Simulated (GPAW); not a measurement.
Runs of GPAW 26.7.0 on BP. It takes space group F-43m (No. 216, cubic). The conventional cell has a = 4.538 Å, b = 4.538 Å, c = 4.538 Å, α = 90.00°, β = 90.00°, γ = 90.00°. P (site symmetry -43m) has 4 B at 1.97 Å as nearest neighbours. B (site symmetry -43m) is surrounded by 4 P at 1.97 Å. 

| task | level | potentials or basis | cell | k mesh | cutoff (eV) | maxiter | optimizer | fmax | max steps | convergence | gap on the mesh (eV) | pressure (GPa) |
| --- | --- | --- | --- | --- | --- | --- | --- | --- | --- | --- | --- | --- |
| relaxation of cell and atoms | PBEsol | PAW data sets generated in the run's folder for this functional, pw | relaxed | 10 × 10 × 10 | 800 | 150 | BFGS | 0.02 eV/Å | 60 | density=1e-05 forces=0.0001 | 1.12 | 0.0 |
| relaxation of cell and atoms | PBEsol | PAW data sets generated in the run's folder for this functional, pw | relaxed to 10 GPa | 10 × 10 × 10 | 800 | 150 | BFGS | 0.02 eV/Å | 60 | density=1e-05 forces=0.0001 | 1.05 | 10.0 |
| single point | PBE0 | GPAW PAW data sets (gpaw-data 1.2.1), pw | as given | 8 × 8 × 8 | 600 | 60 | - | - | - | - | (b) | - |
| relaxation of cell and atoms | PBEsol | PAW data sets generated in the run's folder for this functional, pw | relaxed to 2 GPa | 10 × 10 × 10 | 800 | 150 | BFGS | 0.02 eV/Å | 60 | density=1e-05 forces=0.0001 | 1.11 | 2.1 |
| relaxation of cell and atoms | PBEsol | PAW data sets generated in the run's folder for this functional, pw | relaxed to 30 GPa | 10 × 10 × 10 | 800 | 150 | BFGS | 0.02 eV/Å | 60 | density=1e-05 forces=0.0001 | (a) | 29.8 |

Alike in all rows: no spin polarisation; smearing fermi-dirac 0.05 eV.

Question: Fill in the values left out.

Answer: (a) 0.93; (b) 2.69.

Caveats: later steps reuse the first step's grids (some runs); the PAW data sets were made with another functional, which shifts forces and pressure a little (some runs).

A k mesh can miss the band edges.
